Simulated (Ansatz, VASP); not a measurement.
# One calculation of C, two programs

```
C
1.0
     0.00000    1.75142    1.83900
     1.75142    0.00000    1.83900
     1.75142    1.75142    0.00000
C
2
Direct
  0.50000 0.50000 0.50000
  0.75000 0.75000 0.75000
```

Alike in both runs: task single point; functional r2SCAN; k mesh 12 × 12 × 12; occupations gaussian, width 0.05 eV; no spin polarisation.

```csv
,VASP,Ansatz
version,VASP 6.6.1,Ansatz 0.2.0
potentials or method,"VASP PAW PBE potentials, release 64 (C)","scalar-relativistic, plane waves, PAW"
plane-wave cutoff (eV),520,500
valence electrons in the cell,8,8
```

|  | VASP | Ansatz | Ansatz less VASP |
| --- | --- | --- | --- |
| gap on the k mesh at the Fermi level (eV) | 3.71 | 3.74 | +0.030 |
| least direct gap on the mesh (eV) | 5.38 | 5.43 | +0.045 |
| pressure (GPa) | 1.2 | 0.1 | -1.11 |
| largest component of the traceless stress (GPa) | 33.81 | 33.87 | +0.060 |

The functional is the same, so the differences come from potentials, cutoffs and numerics.

Caveats: the PAW data sets were made with another functional, which shifts forces and pressure a little (VASP).
